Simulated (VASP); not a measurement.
Runs of VASP 6.6.1 on SiC. Symmetry: Fm-3m, No. 225, cubic system. The conventional cell has a = 4.026 Å, b = 4.026 Å, c = 4.026 Å, α = 90.00°, β = 90.00°, γ = 90.00°. Si (site symmetry m-3m) has 6 C at 2.01 Å as nearest neighbours. Around C (site symmetry m-3m) lie 6 Si at 2.01 Å. The cell was built by a generator and needn't be a form met in nature.

```csv
task,cell,k mesh,cutoff (eV),gap on the mesh (eV),pressure (GPa),relaxed volume (Å³/atom)
single point,"Fm-3m, 8.16 Å³/atom",18 × 18 × 18,520,none,0.3,-
relaxation of cell and atoms,relaxed,18 × 18 × 18,600,none,0.0,8.16
relaxation of cell and atoms,relaxed,8 × 8 × 8,600,none,-0.4,(a)
single point,"Fm-3m, 8.15 Å³/atom",8 × 8 × 8,520,none,0.3,-
```

Alike in all rows: level r2SCAN; potentials or basis VASP PAW PBE potentials, release 64 (Si, C); no spin polarisation; smearing gaussian 0.1 eV.

Task: Estimate the missing entries.

Result: (a) 8.17.

Caveats: the PAW data sets were made with another functional, which shifts forces and pressure a little.

A gap of «none» marks a metal or a gap under the smearing width.
